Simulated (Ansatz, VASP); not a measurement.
Two plane-wave programs on HfO2

Contents of INCAR:

```
SYSTEM = HfO2
  PREC = Accurate
  ENCUT = 520
  EDIFF = 1E-7
  ISMEAR = -1
  SIGMA = 0.05
  LREAL = .FALSE.
  LASPH = .TRUE.
  NELM = 100
  ALGO = Normal
  ISIF = 2
  LWAVE = .FALSE.
  LCHARG = .FALSE.
  GGA = PE
  NBANDS = 18
```

File KPOINTS:

```
regular mesh
0
G
  9 9 9
  0 0 0
```

POSCAR

```
HfO2
1.0
    0.0000000000      2.5229349520      2.5229349520
    2.5229349520      0.0000000000      2.5229349520
    2.5229349520      2.5229349520      0.0000000000
Hf O
1 2
Direct
    0.0000000000      0.0000000000      0.0000000000
    0.7500000000      0.7500000000      0.7500000000
    0.2500000000      0.2500000000      0.2500000000
```

input.yaml

```yaml
crystal:
  lattice:
    - [0.0, 2.522934952, 2.522934952]
    - [2.522934952, 0.0, 2.522934952]
    - [2.522934952, 2.522934952, 0.0]
  atoms:
    - { symbol: Hf, position: [0.0, 0.0, 0.0] }
    - { symbol: O, position: [0.75, 0.75, 0.75] }
    - { symbol: O, position: [0.25, 0.25, 0.25] }
hamiltonian:
  xc: pbe
  pseudopotentials: { kind: paw }
kpoints:
  mp_grid: { grid: [9, 9, 9] }
scf:
  occupations: { method: fermi_dirac, width: 0.05 }
output:
  forces: true
  stress: true
  eigenvalues: true
  write_density: true
  write_potential: true
  elf: true
  volumetric_format: npy
```

Change from the starting cell: volume scaled by 0.96.

Alike in both runs: task single point; functional PBE; k mesh 9 × 9 × 9; occupations fermi-dirac, width 0.05 eV; no spin polarisation.

```csv
,VASP,Ansatz
version,VASP 6.6.1,Ansatz 0.2.0
potentials or method,"VASP PAW PBE potentials, release 64 (Hf_pv, O)",Ansatz PAW
plane-wave cutoff (eV),520,420
valence electrons in the cell,22,38
```

Ansatz gave:

* gap on the k mesh at the Fermi level (eV): 3.94
* least direct gap on the mesh (eV): 4.05
* pressure (GPa): 8.0

Problem. Estimate VASP's values.

Solution. gap on the k mesh at the Fermi level (eV): 3.95; least direct gap on the mesh (eV): 4.07; pressure (GPa): 4.1.

The two sets of potentials don't hold the same shells in valence.

Caveats: spin-orbit coupling is left out, which moves the levels of the heavy elements; an odd mesh through Γ misses points on the zone boundary, where band edges often lie (VASP); odd divisions of the mesh miss points on the zone boundary, where band edges often lie, so the gap on the mesh can be too wide (Ansatz); the pressure holds a Pulay correction of +0.9 GPa for the finite cutoff (Ansatz).
